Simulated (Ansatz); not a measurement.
Fe:

```xyz
1
Lattice="0.0000 1.9417 1.9651 1.4984 0.0000 1.9651 1.4984 1.9417 0.0000" Properties=species:S:1:pos:R:3 pbc="T T T"
Fe    0.0000    0.0000    0.0000
```

- Program: Ansatz 0.2.0
- Task: relaxation of cell and atoms
- Functional: PBEsol
- Potentials or basis: Ansatz PAW
- Cutoff: 420 eV (not typed: the program's choice for these potentials)
- k mesh: 13 × 13 × 13
- Occupations: fermi-dirac, width 0.05 eV
- Spin: collinear spin, ferromagnetic start
- Starting moments: [3.0] μB

At the start: volume 11.44 Å³/atom.

**Question.** Where does the relaxation end?

**Answer.** It ends after 6 steps and the volume is 10.79 Å³/atom (-5.6 %); space group Im-3m (No. 229, to 0.05 Å); moment 2.06 μB per cell.

The path:
| step | energy change (eV) | largest force (eV/Å) | volume (Å³) |
| --- | --- | --- | --- |
| 1 | 0.0000 | 0.0000 | 11.44 |
| 2 | -0.0296 | 0.0000 | 11.08 |
| 3 | -0.0413 | 0.0000 | 10.68 |
| 4 | -0.0423 | 0.0000 | 10.80 |
| 5 | -0.0423 | 0.0000 | 10.79 |
| 6 | -0.0419 | 0.0000 | 10.79 |

Final structure:
```
Fe
1.0
     0.00000    1.96858    1.96887
     1.39244    0.00000    1.96887
     1.39244    1.96858    0.00000
Fe
1
Direct
  0.00000 0.00000 0.00000
```

Caveat: the plane-wave basis is chosen anew once the cell has moved, so the energies of steps on either side of that aren't comparable; the PAW data sets come from PBE, with cores solved anew for the run's functional, which leaves a small shift of forces and pressure.
